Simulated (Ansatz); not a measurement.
**I under changes of volume**

One of the cells (40.553 Å³/atom); the others are scaled copies at fixed shape and fractional positions:

```
CELL_PARAMETERS angstrom
0.00000 2.36560 3.90984
2.19225 0.00000 3.90984
2.19225 2.36560 0.00000
ATOMIC_POSITIONS crystal
I 0.00000 0.00000 0.00000
```

```yaml
Program: Ansatz 0.2.0
Functional: r2SCAN
Potentials_or_basis: Ansatz PAW
Cutoff: "500 eV (not typed: the program's choice for these potentials)"
k_mesh: 9 × 9 × 9
Occupations: fermi-dirac, width 0.05 eV
Spin: no spin polarisation
```

| volume (Å³/atom) | energy over the lowest point (meV/atom) | pressure (GPa) |
| --- | --- | --- |
| 38.120 | 13.66 | 2.0 |
| 38.931 | ? | ? |
| 39.742 | 1.30 | 0.6 |
| 40.553 | 0.00 | 0.0 |
| 41.364 | 1.45 | -0.5 |
| 42.175 | 5.31 | -1.0 |
| 42.986 | 11.31 | -1.3 |

Task: What does the run at 38.931 Å³/atom give?

Result: Energy over the lowest point 5.71 meV/atom; pressure 1.2 GPa.

Worked out: A Birch-Murnaghan fit of order 3 (a polynomial in V^(-2/3)) to the other rows has its minimum at 40.51 Å³/atom with B0 = V·E''(V) = 27 GPa and B' = 5.3 at fixed shape and positions, which overstates the stiffness. It gives 5.71 meV/atom at 38.931 Å³/atom, against the run's 5.71, and -dE/dV = 1.2 GPa, against 1.2.

Energies are extrapolated to zero smearing.

Caveats: an odd number of electrons without spin polarisation forces a metal; a magnetic or distorted state may lie lower; the PAW data sets come from PBE, with cores solved anew for the run's functional, which leaves a small shift of forces and pressure.
